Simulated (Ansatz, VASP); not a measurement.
One calculation of Au, two programs

The input INCAR:

```
PREC = Accurate
ENCUT = 520
EDIFF = 1E-7
ISMEAR = -1
SIGMA = 0.05
LREAL = F
LASPH = T
NELM = 60
ALGO = Fast
ISIF = 2
LWAVE = F
LCHARG = F
GGA = PE
IVDW = 13
NBANDS = 12
```

Contents of KPOINTS:

```
regular mesh
0
Gamma
  11 11 11
```

Contents of POSCAR:

```
Au
1.0
    0.0000000000      2.0074966285      2.0074966285
    2.0074966285      0.0000000000      2.0074966285
    2.0074966285      2.0074966285      0.0000000000
Au
1
Direct
    0.0000000000      0.0000000000      0.0000000000
```

Contents of input.yaml:

```yaml
crystal:
  lattice:
    - [0.0, 2.0074966285, 2.0074966285]
    - [2.0074966285, 0.0, 2.0074966285]
    - [2.0074966285, 2.0074966285, 0.0]
  atoms:
    - { symbol: Au, position: [0.0, 0.0, 0.0] }
hamiltonian:
  xc: pbe
  pseudopotentials: { kind: paw }
  dispersion: d4
kpoints:
  mp_grid: { grid: [11, 11, 11] }
scf:
  occupations: { method: fermi_dirac, width: 0.05 }
output:
  forces: true
  stress: true
  eigenvalues: true
  write_density: true
  write_potential: true
  elf: true
  volumetric_format: npy
```

Alike in both runs: task single point; functional PBE; dispersion D4; k mesh 11 × 11 × 11; occupations fermi-dirac, width 0.05 eV; no spin polarisation.

|  | VASP | Ansatz |
| --- | --- | --- |
| version | VASP 6.6.1 | Ansatz 0.2.0 |
| potentials or method | VASP PAW PBE potentials, release 64 (Au) | Ansatz PAW |
| plane-wave cutoff (eV) | 520 | 420 |
| valence electrons in the cell | 11 | 19 |

Ansatz gave:

| Quantity | Value |
| --- | --- |
| gap on the k mesh at the Fermi level (eV) | none |
| pressure (GPa) | 13.4 |
| dispersion energy (meV/atom) | -711.6 |

Problem. Estimate VASP's values.

Solution. gap on the k mesh at the Fermi level (eV): none; pressure (GPa): 13.1; dispersion energy (meV/atom): -711.6.

A gap of «none» marks a metal or a gap that the smearing closes. The two sets of potentials don't hold the same shells in valence.

Caveats: pairwise dispersion overbinds metals, which lowers pressure and volume. Spin-orbit coupling is left out, which matters for the levels of Au.
